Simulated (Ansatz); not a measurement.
Space group P-3m1 (No. 164). a = 4.102 Å, b = 4.102 Å, c = 4.990 Å, α = 90.00°, β = 90.00°, γ = 120.00°
```csv
atom,site,symmetry,x,y,z
Al,1a,-3m.,0.0000,0.0000,0.0000
Al,2d,3m.,0.3333,0.6667,0.3502
Cu,2d,3m.,0.3333,0.6667,0.8402
```

Equation of state of this Al3Cu2 structure (not necessarily the ground state), with shape and atoms relaxed at each volume where symmetry leaves them free. It has no gap at any of these volumes. All numbers below come from DFT r2SCAN, scalar-relativistic, plane waves, PAW (Ansatz 0.2.0).

Settings: cutoff 500 eV, Γ-centred mesh 12×12×8 on the computed 5-atom cell, Gaussian smearing of 0.10 eV; no spin polarisation.

```
V (Å³/atom) E − E(largest V) (meV/atom) P (GPa)
     12.796                        51.95    19.92
     13.233                         6.49    13.66
     13.669                       -23.25     8.35
     14.105                       -39.63     3.83
     14.541                       -44.65    -0.01
     14.977                       -40.05    -3.26
     15.414                       -27.33    -5.97
     15.995                         0.00    -8.90
```

Question: Fit a third-order Birch–Murnaghan equation to E(V).

Answer: V0 = 14.54 Å³/atom, B0 = 117 GPa, B0' = 4.5.